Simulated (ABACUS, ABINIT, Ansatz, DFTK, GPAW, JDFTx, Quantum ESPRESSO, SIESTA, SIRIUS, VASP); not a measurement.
# One calculation of Sn, 10 ways

```xyz
2
Lattice="0.0000 3.2333 3.2333 3.2333 0.0000 3.2333 3.2333 3.2333 0.0000" Properties=species:S:1:pos:R:3 pbc="T T T"
Sn    4.8500    4.8500    4.8500
Sn    3.2333    3.2333    3.2333
```

This isn't the form of Sn at room conditions, which is tetragonal (white tin).

Alike in all runs: task single point; functional PBEsol; k mesh 7 × 7 × 7; occupations fermi-dirac, width 0.05 eV; no spin polarisation; no spin-orbit coupling. Pressure is positive in compression and, in plane waves, holds the error of the finite cutoff.

```csv
program and potentials,plane-wave cutoff (eV),notes,pressure (GPa)
"DFTK, PseudoDojo SR PBEsol 0.4.1 standard (PBEsol)",980,-,1.66
"ABACUS, PseudoDojo NC SR 0.4.1 PBEsol standard, plane waves",993,-,1.66
"SIRIUS, PseudoDojo 0.4.1 PBEsol standard (scalar relativistic)",983,-,1.66
"ABINIT, PseudoDojo NC SR PBEsol v0.4.1 standard",980,-,1.66
"Ansatz, all-electron LAPW, scalar-relativistic",-,-,1.55
"JDFTx, PseudoDojo-SR-PBEsol-0.4.1-standard with smoothed tails",980,-,1.66
"GPAW, PAW data sets generated for this functional",600,-,1.27
"VASP, PBE PAW files Sn_d, 520 eV",520,potentials made for PBE,1.48
"SIESTA, files PseudoDojo sr-pbesol-0.4.1-standard, DZP (energy shift 0.003 Ry; two zetas on semicore shells)",-,atomic basis,1.87
"Quantum ESPRESSO, GBRV 1.5 PBEsol",925,-,1.29
```

The pressure spans 1.27 (GPAW, PAW data sets generated for this functional) to 1.87 GPa (SIESTA, files PseudoDojo sr-pbesol-0.4.1-standard, DZP (energy shift 0.003 Ry; two zetas on semicore shells)), with all-electron results at 1.55. Rows in atomic bases carry the error of their basis and grid, which can be large.

The functional is the same throughout but for its coding, so the spread measures potentials, basis and numerics; runs on potential files found faulty are left out.

All ten runs give a positive pressure, so this diamond-type cell is somewhat smaller than the one PBEsol would choose, and the lattice would expand if released. The five plane-wave codes using PseudoDojo potentials all give 1.66 GPa, which makes the code itself an unlikely source of the spread. The potentials matter more: PseudoDojo lies above the all-electron 1.55 GPa, while the GPAW, GBRV and VASP values lie below it. Differing descriptions of the 4d semicore shell and its overlap with the 5s and 5p valence density probably contribute. SIESTA's higher value, obtained with the same family of potentials, points instead to its local-orbital basis.

The open, covalently bonded sp³ network of grey tin is soft compared with the lighter group members, so even modest pressure offsets shift its equilibrium volume noticeably. VASP comes closest to the all-electron result, but a single pressure can't distinguish a more faithful potential from cancelling errors. Nor does the sign of the pressure say anything about the stability of grey tin relative to white tin.
